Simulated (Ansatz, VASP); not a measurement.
# One calculation of Sn, two programs

```
CELL_PARAMETERS angstrom
-1.93787 1.93787 1.93787
1.93787 -1.93787 1.93787
1.93787 1.93787 -1.93787
ATOMIC_POSITIONS crystal
Sn 0.00000 0.00000 0.00000
```

This isn't the form of Sn at room conditions, which is tetragonal (white tin).

Alike in both runs: task single point; functional PBEsol; dispersion D4; k mesh 11 × 11 × 11; occupations fermi-dirac, width 0.15 eV; no spin polarisation.

```csv
,VASP,Ansatz
version,VASP 6.6.1,Ansatz 0.2.0
potentials or method,"VASP PAW PBE potentials, release 64 (Sn_d)","plane waves, PAW"
plane-wave cutoff (eV),520,517
valence electrons in the cell,14,14
```

```csv
,VASP,Ansatz,Ansatz less VASP
pressure (GPa),-5.7,-5.7,+0.04
dispersion energy (meV/atom),-229.6,-229.8,-0.20
```

Ansatz warned: «stress_scf_threshold_loose».

Caveats: the PAW data sets were made with another functional, which shifts forces and pressure a little (VASP); pairwise dispersion overbinds metals, which lowers pressure and volume.
